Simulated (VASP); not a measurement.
# VASP 6.6.1 run: LiCl

INCAR

```
PREC = Accurate
ISIF = 2
LREAL = .FALSE.
IBRION = -1
ENCUT = 520
NBANDS = 12
NSW = 0
EDIFF = 1E-9
NELM = 65
ISMEAR = 0
LWAVE = .FALSE.
SIGMA = 0.01
GGA = PS
LASPH = .TRUE.
NELECT = 9
LCHARG = .FALSE.
```

KPOINTS

```
KPOINTS created by Atomic Simulation Environment
0
Gamma
8 8 8
0 0 0
```

POSCAR

```
Li Cl
 1.0000000000000000
    -0.0000000000000000    2.5560369973268311    2.5560369973268311
     2.5560369973268311   -0.0000000000000000    2.5560369973268311
     2.5560369973268311    2.5560369973268311   -0.0000000000000000
 Li  Cl
   1   1
Cartesian
  0.0000000000000000 -0.0000000000000000 -0.0000000000000000
  2.5560369973268307  2.5560369973268307  2.5560369973268307
```

The recommended PBE PAW datasets give the neutral cell 10 valence electrons.

Command

```
mpirun -np 1 vasp_std
```

Question: Predict the outcome of this run.

Answer: It converged. Results: pressure -36.4 GPa.

OSZICAR

```
N       E                     dE             d eps       ncg     rms          rms(c)
DAV:   1     0.316108212169E+02    0.31611E+02   -0.32504E+03   696   0.635E+02
DAV:   2    -0.548411804050E+01   -0.37095E+02   -0.35933E+02   868   0.129E+02
DAV:   3    -0.746931300389E+01   -0.19852E+01   -0.19625E+01   908   0.291E+01
DAV:   4    -0.752282701603E+01   -0.53514E-01   -0.53501E-01   988   0.495E+00
DAV:   5    -0.752327395544E+01   -0.44694E-03   -0.44693E-03   896   0.460E-01    0.327E+00
DAV:   6    -0.754191101370E+01   -0.18637E-01   -0.13668E+00   852   0.468E+00    0.105E+00
DAV:   7    -0.754663668430E+01   -0.47257E-02   -0.44952E-02   788   0.136E+00    0.864E-01
DAV:   8    -0.754872966031E+01   -0.20930E-02   -0.10866E-03   912   0.293E-01    0.156E-01
DAV:   9    -0.754885028496E+01   -0.12062E-03   -0.49754E-05   900   0.611E-02    0.196E-02
DAV:  10    -0.754885168255E+01   -0.13976E-05   -0.93473E-06   972   0.203E-02    0.290E-03
DAV:  11    -0.754885088452E+01    0.79803E-06   -0.62478E-07   848   0.576E-03    0.186E-03
DAV:  12    -0.754885081152E+01    0.73007E-07   -0.25302E-07   860   0.264E-03    0.844E-04
DAV:  13    -0.754885070956E+01    0.10196E-06   -0.17706E-08   864   0.798E-04    0.137E-04
DAV:  14    -0.754885070870E+01    0.86334E-09   -0.10463E-09   704   0.189E-04
   1 F= -.75488507E+01 E0= -.75487197E+01  d E =-.262076E-03
```

Standard output (part)

```
POSCAR found type information on POSCAR LiCl
 POSCAR found :  2 types and       2 ions
 LDA part: xc-table for (Slater+PW92), standard interpolation
 POSCAR, INCAR and KPOINTS ok, starting setup
 WAVECAR not read
 entering main loop
 the old and the new charge density differ
    0.327E+00
```

The cell is charged and sits in a uniform background.

For comparison, a separate PBEsol run of the intended cell, on usual settings and not on those above, gives a gap of 6.20 eV on its mesh and a pressure of -1.0 GPa.
